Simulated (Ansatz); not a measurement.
# MgF2: uniaxial strain ε_zz = +2.60 %

Base system: MgF2 in the rutile structure (space group P4_2/mnm, No. 136; a = 4.698 Å, c = 3.093 Å). Axes: x, y, z lie along a, b, c of the conventional cell.

The change: uniaxial strain ε_zz = +2.60 %, all other strain components held at zero, atoms relaxed at fixed cell.

Level of theory: PBE (Ansatz, a first-principles code), spin-orbit coupling left out. k-mesh 7×7×11 (Γ-centred); smearing 0.05 eV (Fermi–Dirac).

| quantity | base | changed | shift |
|---|---|---|---|
| volume per atom | 11.38 Å³ | 11.67 Å³ | +0.296 Å³ |
| space group | P4_2/mnm (No. 136) | P4_2/mnm (No. 136) | – |
| shortest interatomic distance | 2.017 Å | 2.022 Å | +0.005 Å |
| energy relative to the base (free energy F) | 0 meV/atom | +4.3 meV/atom | +4.3 meV/atom |
| band gap | 6.83 eV | 6.63 eV | -0.20 eV |
| gap character | direct at Γ | direct at Γ | – |
| width of the top valence band | 0.80 eV | 0.76 eV | -0.04 eV |
| electron mass | – | 0.51 mₑ along z, 0.54 mₑ across (at Γ) | – |
| valence-band top at Γ (three highest levels, from the VBM) | 0.00, -0.31, -0.31 eV | 0.00, -0.28, -0.28 eV | – |
| stress (xx, yy, zz, yz, xz, xy; compression positive) | – | (-1.41, -1.41, -4.51, 0.00, 0.00, 0.00) GPa | – |

Final structure:

```xyz
6
Lattice="4.6984 0.0000 0.0000 0.0000 4.6984 0.0000 0.0000 0.0000 3.1733" Properties=species:S:1:pos:R:3 pbc="T T T"
Mg     0.0000     0.0000     0.0000
Mg     2.3492     2.3492     1.5866
F      1.4300     1.4300     0.0000
F      3.7792     0.9192     1.5866
F      0.9192     3.7792     1.5866
F      3.2684     3.2684     0.0000
```

Masses are band curvatures over ±0.01 Å⁻¹ around the edge. No phonon test of stability was made.
